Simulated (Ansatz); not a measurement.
Runs of Ansatz 0.2.0 on Lu. It takes space group P6_3/mmc (No. 194, hexagonal). Conventional cell: a = 3.503 Å, b = 3.503 Å, c = 5.551 Å, α = 90.00°, β = 90.00°, γ = 120.00°. Lu (site symmetry -6m2) is surrounded by 12 Lu at 3.43 to 3.50 Å. 

| task | level | potentials or basis | cutoff (eV) | basis error allowed | gap on the mesh (eV) | pressure (GPa) |
| --- | --- | --- | --- | --- | --- | --- |
| band structure | PBEsol | all-electron LAPW, non-relativistic | 169 | 0.001 eV/atom | - | (a) |
| single point | PBEsol | all-electron LAPW, scalar-relativistic | 173 | 0.001 eV/atom | none | -3.0 |
| single point | PBE | all-electron LAPW, scalar-relativistic | 173 | 0.001 eV/atom | none | -0.5 |
| band structure | PBEsol | all-electron LAPW, inner shells corrected to Dirac's equation | 173 | 0.001 eV/atom | - | -3.0 |
| band structure | PBEsol | all-electron PAW datasets made for the crystal | 340 | - | - | -3.0 |

Alike in all rows: no spin polarisation; cell as given; k mesh 9 × 9 × 5; smearing fermi-dirac 0.05 eV.

Task: Estimate the missing entries.

Result: (a) 0.3.

Caveats: relativity is left out, which matters for the heavier elements (some runs).

A k mesh can miss the band edges, and the runs leave out spin-orbit coupling on Lu.

A gap of «none» marks a metal or a gap under the smearing width.

Not every run made on this cell is shown here.
